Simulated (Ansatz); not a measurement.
**MgS (Fm-3m): G0W0 and the starting functional**

```cif
data_structure
_symmetry_space_group_name_H-M 'P 1'
_symmetry_Int_Tables_number 1
_cell_length_a 3.6487
_cell_length_b 3.6487
_cell_length_c 3.6487
_cell_angle_alpha 60.000
_cell_angle_beta 60.000
_cell_angle_gamma 60.000
_cell_volume 34.35
loop_
_atom_site_label
_atom_site_type_symbol
_atom_site_fract_x
_atom_site_fract_y
_atom_site_fract_z
_atom_site_occupancy
Mg1 Mg 0.00000 0.00000 0.00000 1
S1 S 0.50000 0.50000 0.50000 1
```

Held fixed (Ansatz):

```json
{
 "datasets": "all-electron datasets in plane waves (scalar-relativistic, Gaussian nuclei)",
 "k mesh": "4×4×4",
 "empty bands": "221",
 "response cutoff": "200 eV",
 "frequencies": "contour deformation",
 "q → 0 term": "analytic weight of Carrier, Rohra and Görling",
 "band sums": "cut at the band count"
}
```

The gap is read from Γ to k = (0, -0.5, -0.5), linearised, between the Kohn-Sham band edges among the points solved. ε∞ is the electronic dielectric constant on this mesh. Wave cutoffs: 3300, 2640 eV in the order of the table.

```tsv
orbitals	KS gap (eV)	G0W0 gap (eV)	ε∞
PBE	2.82	4.28	6.1
r²SCAN	3.50	?	?
```

Fill in the row for r²SCAN.

G0W0 gap 4.65 eV, ε∞ 5.1.

The cell is a model at fixed atoms and needn't be the relaxed known crystal. Points k are given in fractions of the reciprocal vectors. The mesh is coarse, so these are values at the stated settings, not converged ones. Band sums or response are cut, so the gap isn't at its basis limit. The gap is read on the mesh, and the crystal's band edges can lie off it. With r²SCAN or HSE06 the Kohn-Sham levels are generalised ones. Meshes this coarse can overestimate the dielectric constant by a tenth and more.
